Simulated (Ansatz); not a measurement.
A 6-atom cell of MoSe2 (P6_3/mmc) from a materials database, relaxed with r2SCAN+rVV10, was run in Ansatz 0.2.0 under altered settings. All numbers are computed, without spin polarisation but where a row says otherwise.

```yaml
crystal:
  lattice:
    - [3.30535, 0.00000, 0.00000]
    - [-1.65267, 2.86251, 0.00000]
    - [0.00000, 0.00000, 13.09372]
  atoms:
    - { symbol: Mo, position: [0.66667, 0.33333, 0.25001] }
    - { symbol: Mo, position: [0.33333, 0.66667, 0.74999] }
    - { symbol: Se, position: [0.33333, 0.66667, 0.37658] }
    - { symbol: Se, position: [0.66667, 0.33333, 0.87657] }
    - { symbol: Se, position: [0.33333, 0.66667, 0.12343] }
    - { symbol: Se, position: [0.66667, 0.33333, 0.62342] }
```

The base run's other keys:
```yaml
kpoints:
  mp_grid: { grid: [6, 6, 2] }
hamiltonian:
  xc: r2scan
scf:
  occupations: { method: fixed }
  n_extra_bands: 5
```

It takes 8 iterations with 3119 plane waves at 500 eV and 14 k points, and leaves a mean stress of +1.21 GPa. The gap over this mesh is 1.035 eV. It ran on 4 threads of Arm Neoverse N1, on a shared host.

Outcomes, with energy and stress as changes against the base:

| setting | outcome | ΔF (meV/atom) | Δ mean stress (GPa) | gap on the mesh (eV) | iterations | wall time |
| --- | --- | --- | --- | --- | --- | --- |
| crystal.symmetry.detect: false | converged | 0.0 | 0.00 | 1.035 | 8 | 23 s |
| hamiltonian.dispersion: d4 | converged | -161 | -1.14 | 1.035 | 8 | 5.9 s |
| scf.mixing.beta: 0.05 | converged | 0.0 | 0.00 | 1.035 | 9 | 6.2 s |
| scf.occupations: fermi_dirac 0.05 | converged | 0.0 | 0.00 | 1.035 | 8 | 6.7 s |
| scf.convergence.dr2_threshold: 1e-12 | converged | 0.0 | 0.00 | 1.035 | 12 | 7.8 s |
| hamiltonian.dispersion: rvv10 | converged | – | -1.21 | 1.015 | 8 | 8.6 s |
| basis.ecutwfc: 500 | converged | 0.0 | 0.00 | 1.035 | 8 | 5.8 s |
| kpoints.mp_grid.shift: [0, 0, 0.5] | converged | 0.0 | 0.00 | 1.177 | 8 | 3.7 s |
| scf.mixing.beta: 1.0 | converged | 0.0 | 0.00 | 1.035 | 9 | 6.7 s |
| kpoints.mp_grid.grid: [3, 3, 3] | converged | -12.8 | -0.29 | 1.213 | 7 | 3.3 s |
| basis.ecutrho_ratio: 8 | converged | 0.0 | 0.00 | 1.035 | 8 | 7.5 s |
| scf.mixing.beta: 5.0 | refused | – | – | – | – | 0.03 s |
| scf.max_iter: 1 | not converged | – | – | – | 1 | 2.3 s |

A dash marks a value that wasn't obtained or can't be compared. Stress is positive in compression. The base took 5.8 s.

- hamiltonian.dispersion: d4. The free energy moves by -161 meV an atom, the mean stress by -1.14 GPa and the gap on the mesh by 0.000 eV (to 1.035). A pairwise correction adds to energy, forces and stress and leaves the bands alone.
- hamiltonian.dispersion: rvv10. The mean stress moves by -1.21 GPa and the gap on the mesh by -0.020 eV (to 1.015).
- kpoints.mp_grid.shift: [0, 0, 0.5]. The free energy moves by 0.0 meV an atom, the mean stress by 0.00 GPa and the gap on the mesh by +0.142 eV (to 1.177). The gap changes mostly because other points are sampled; a mesh that misses a band edge overestimates it.
- kpoints.mp_grid.grid: [3, 3, 3]. The free energy moves by -12.8 meV an atom, the mean stress by -0.29 GPa (single components by up to 0.8) and the gap on the mesh by +0.178 eV (to 1.213). The gap changes mostly because other points are sampled; a mesh that misses a band edge overestimates it. The mesh is too coarse.
- scf.mixing.beta: 5.0. The input is refused before any iteration. Error: invalid value for `scf.mixing.beta`: must be finite and in (0, 1]; got 5
- scf.max_iter: 1. The run did not converge. It stopped after 1 iteration; the base needs 8. Nothing that it printed is a property of the solid. Error: did not converge after 1 iteration: dr2 = 4.48e-1 (threshold 1.00e-7), under the density mixer `msr1`, which `scf.mixing.algorithm: auto` chose by the deck's other keys (type `scf.mixing.algorithm: msr1` to keep it) […]

Within 1 meV an atom, 0.1 GPa and 0.005 eV of the base stay: crystal.symmetry.detect: false; scf.mixing.beta: 0.05; scf.occupations: fermi_dirac 0.05; scf.convergence.dr2_threshold: 1e-12; basis.ecutwfc: 500; scf.mixing.beta: 1.0; basis.ecutrho_ratio: 8.

Spin-orbit coupling is left out.
